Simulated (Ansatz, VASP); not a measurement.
**One calculation of GaN, two programs**

```
CELL_PARAMETERS angstrom
3.21836 0.00000 0.00000
-1.60918 2.78718 0.00000
0.00000 0.00000 5.24311
ATOMIC_POSITIONS crystal
Ga 0.66667 0.33333 0.49913
Ga 0.33333 0.66667 0.99913
N 0.66667 0.33333 0.87587
N 0.33333 0.66667 0.37587
```

Alike in both runs: task single point; functional PBE; k mesh 9 × 9 × 6; occupations gaussian, width 0.02 eV; no spin polarisation.

|  | VASP | Ansatz |
| --- | --- | --- |
| version | VASP 6.6.1 | Ansatz 0.2.0 |
| potentials or method | VASP PAW PBE potentials, release 64 (Ga_d, N) | scalar-relativistic, plane waves, PAW |
| plane-wave cutoff (eV) | 520 | 420 |
| valence electrons in the cell | 36 | 36 |

Ansatz gave:

```
gap on the k mesh at the Fermi level (eV) : 1.71
least direct gap on the mesh (eV)         : 1.71
pressure (GPa)                            : 0.0
```

Question: What did VASP give for the same quantities?

Answer: gap on the k mesh at the Fermi level (eV): 1.72; least direct gap on the mesh (eV): 1.72; pressure (GPa): 0.1.

The functional is the same, so the differences come from potentials, cutoffs and numerics.
